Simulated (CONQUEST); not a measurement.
The system is Pd.

```
Pd
1.0
     2.75277    0.00000    0.00000
     0.00000    2.75277    0.00000
     0.00000    0.00000    3.89300
Pd
2
Cartesian
  0.0000 0.0000 0.0000
  1.3764 1.3764 1.9465
```

```yaml
Program: CONQUEST 1.3
Task: single point
Functional: PBE
Potentials_or_basis: PseudoDojo NC PBE, DZP, grid cutoff 120 Ha
k_mesh: 10 × 10 × 7
Occupations: fermi-dirac, width 0.05 eV
Spin: no spin polarisation
```

On this cell: pressure 9.2 GPa; largest force zero by symmetry; band gap on the k mesh none (metal or under the smearing width).

The same run follows on a disturbed copy (atoms of the box moved at random, drawn with an rms of 0.05 Å):

```
Pd
1.0
     2.75277    0.00000    0.00000
     0.00000    2.75277    0.00000
     0.00000    0.00000    3.89300
Pd
2
Direct
  0.99824 0.00221 0.00619
  0.50156 0.48907 0.48287
```

Task: What does the disturbed cell give?

Result: The energy (extrapolated to zero smearing) moves by +26.5 meV/atom; pressure 10.3 GPa; largest force 1.126 eV/Å; band gap on the k mesh none (metal or under the smearing width).

Forces in eV/Å, atoms in the order of the input:
```
Pd   0.050 -0.206 -1.078
Pd  -0.055  0.208  1.106
```

Caveats: the basis of atomic orbitals isn't converged, which shifts pressures, moduli and gaps; the box holds several primitive cells, so bands are folded and the points are those of the box's own zone (some runs).
